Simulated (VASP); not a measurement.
Set up this calculation in VASP 6.6.1, as the native input.

```yaml
Task: single point
Functional: PBE
Dispersion: D3(BJ)
Potentials_or_basis: VASP PAW PBE potentials, release 64 (Ca_sv, S)
Cutoff: 520 eV
k_mesh: 8 × 8 × 8
Occupations: gaussian, width 0.02 eV
Spin: no spin polarisation
Dipole_correction: no
Further_INCAR_settings: ALGO = Normal; EDIFF = 1e-07; NBANDS = 15
```

The structure of CaS lies in POSCAR:

```
CaS
1.0
    0.0000000000      2.8170319596      2.8170319596
    2.8170319596      0.0000000000      2.8170319596
    2.8170319596      2.8170319596      0.0000000000
Ca S
1 1
Direct
    0.0000000000      0.0000000000      0.0000000000
    0.5000000000      0.5000000000      0.5000000000
```

The cell isn't the ideal one: relaxed again under DFT PBE+D3(BJ), scalar-relativistic, plane waves, PAW.

The input as run:

INCAR

```
  PREC = Accurate
  ENCUT = 520
  EDIFF = 1E-7
  ISMEAR = 0
  SIGMA = 0.02
  LREAL = F
  LASPH = T
  NELM = 60
  ALGO = Normal
  ISIF = 2
  LWAVE = F
  LCHARG = F
  GGA = PE
  IVDW = 12
  NBANDS = 15
```

KPOINTS

```
regular mesh
0
Gamma
  8 8 8
```

Potentials or basis: VASP PAW PBE potentials, release 64 (Ca_sv, S).

Command:

```console
$ cat potpaw_PBE.64/Ca_sv/POTCAR potpaw_PBE.64/S/POTCAR > POTCAR
$ mpirun -np 1 vasp_std > vasp.out
```

Results of the run:

```
Pressure                   : 0.2 GPa
Band gap on the k mesh     : 2.28 eV, indirect (least direct gap 3.11 eV)
Dispersion energy per atom : -0.346 eV
```

Run time: 23 s on 1 thread of Intel(R) Xeon(R) Platinum 8488C (Sapphire Rapids) (shared host), peak memory 0.18 GiB.
